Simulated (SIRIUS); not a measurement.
## MgS in SIRIUS: convergence with empty bands

The system is MgS.

```
S Mg
1.0
     0.00000    2.83312    2.83312
     2.83312    0.00000    2.83312
     2.83312    2.83312    0.00000
S Mg
1 1
Direct
  0.25000 0.25000 0.25000
  0.00000 0.00000 0.00000
```

The cell comes from a database or a generator and needn't be the stable form of this composition.

| Item | Value |
| --- | --- |
| Program | SIRIUS 7.10.0 |
| Task | single point |
| Functional | PBE |
| Potentials or basis | SG15 1.2 PBE (norm-conserving) |
| Cutoff | 1152 eV |
| Density cutoff | 4606 eV |
| k mesh | 8 × 8 × 8 |
| Occupations | gaussian, width 0.05 eV |
| Spin | no spin polarisation |

These are the settings of the first run; the series varies empty bands, with any setting tied to it.

Hardware: 1 thread of Arm Neoverse V1 (shared host).

| empty bands | energy less the tightest run, at zero smearing (meV/atom) | SCF cycles | CPU time (s) | peak memory (GiB) |
| --- | --- | --- | --- | --- |
| 1 | 0.00 | 22 | 36 | 0.24 |
| 2 | 0.00 | 18 | 35 | 0.23 |
| 3 | 0.00 | 19 | 42 | 0.24 |
| 4 | 0.00 | 17 | 43 | 0.24 |
| 6 | 0.00 | 16 | 50 | 0.24 |
| 10 | 0.00 | 15 | 62 | 0.25 |
| 16 | 0.00 | 14 | 85 | 0.26 |

Against the tightest run, the energy stays within 1 meV/atom from 1 on. The tightest run that finished is the yardstick and may itself not be fully converged.
